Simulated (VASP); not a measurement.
A run of VASP 6.6.1:

The input INCAR:

```
SYSTEM = Hf8Si15
PREC     = Accurate       ! precision mode
ENCUT    = 520            ! plane-wave cutoff, eV
EDIFF    = 1E-7           ! SCF threshold, eV
ISMEAR   = 1              ! smearing method
SIGMA    = 0.15           ! smearing width, eV
LREAL    = Auto         
LASPH    = .TRUE.         ! aspherical terms in the spheres
NELM     = 100            ! most SCF steps
ALGO     = Fast           ! electronic algorithm
ISIF     = 2              ! what is computed and relaxed
LWAVE    = .FALSE.        ! write WAVECAR
LCHARG   = .FALSE.        ! write CHGCAR
GGA      = PE             ! functional
NBANDS   = 87             ! bands
```

File KPOINTS:

```
Automatic mesh
0
G
  2 2 2
  0 0 0
```

File POSCAR:

```
Hf8Si15
1.0
    7.4502520000      0.0000000000      0.0000000000
    1.8625630000     -7.3903990000      0.0000000000
    0.0000000000      0.0000000000     -7.3873560000
Si Hf
15 8
Direct
    0.2420920099      0.0324641471      0.4488443497
    0.2706209156      0.9186996534      0.1350778276
    0.3749964485      0.4995712681      0.3739274241
    0.1242074814      0.4976835486      0.1247585740
    0.2311624950      0.0757628918      0.8548209941
    0.3753493338      0.5042604601      0.8752786518
    0.1247698258      0.5055122193      0.6259799853
    0.7243053789      0.1051343777      0.3709263504
    0.7769496052      0.8929811503      0.1223680028
    0.8809297973      0.4976202232      0.3745138315
    0.6228153755      0.4963662990      0.1230227703
    0.7228883765      0.1096137029      0.8804430164
    0.7741210052      0.9016545656      0.6271223426
    0.8780813515      0.5039951158      0.8768055851
    0.6180064092      0.5061576513      0.6246276746
    0.0484317228      0.7865744461      0.3714242281
    0.4405854698      0.2103468297      0.1254481306
    0.0549659958      0.7912873175      0.8792105051
    0.4513740398      0.2157557393      0.6273103665
    0.5577934695      0.7844277420      0.3698794264
    0.9553842803      0.2103055600      0.1251182426
    0.5489655346      0.7904985915      0.8797803977
    0.9418393306      0.2172584998      0.6282077106
```

Potentials or basis: VASP PAW PBE potentials, release 64 (Si, Hf_pv).

Run with:

```sh
$ cat potpaw_PBE.64/Si/POTCAR potpaw_PBE.64/Hf_pv/POTCAR > POTCAR
$ mpirun -np 1 vasp_std > vasp.out
```

Hardware: 1 thread of AMD EPYC 9R45 96-Core Processor (Zen 5), on a shared host.

Task: Estimate the wall time of this run.

Result: Run time: 5.8 min on 1 thread of AMD EPYC 9R45 96-Core Processor (Zen 5), on a shared host, peak memory 0.5 GiB. Counts: scf iterations 21, k points 8.
